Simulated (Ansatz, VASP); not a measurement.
One calculation of LiCl, two programs

```
Li Cl
1.0
     0.00000    2.56476    2.56476
     2.64170    0.00000    2.56476
     2.64170    2.56476    0.00000
Li Cl
1 1
Cartesian
  0.0000 0.0000 0.0000
  2.6417 2.5648 2.5648
```

Change from the starting cell: strain +0.0300 x Voigt [1, 0, 0, 0, 0, 0], atoms carried along.

Alike in both runs: task single point; functional PBE; k mesh 8 × 8 × 8; occupations gaussian, width 0.05 eV; no spin polarisation.

|  | VASP | Ansatz |
| --- | --- | --- |
| version | VASP 6.6.1 | Ansatz 0.2.0 |
| potentials or method | VASP PAW PBE potentials, release 64 (Li_sv, Cl) | scalar-relativistic, plane waves, PAW |
| plane-wave cutoff (eV) | 520 | 420 |
| valence electrons in the cell | 10 | 10 |

```csv
,VASP,Ansatz,Ansatz less VASP
gap on the k mesh at the Fermi level (eV),6.13,6.12,-0.012
least direct gap on the mesh (eV),6.13,6.12,-0.012
```

 A k mesh can miss the band edges.
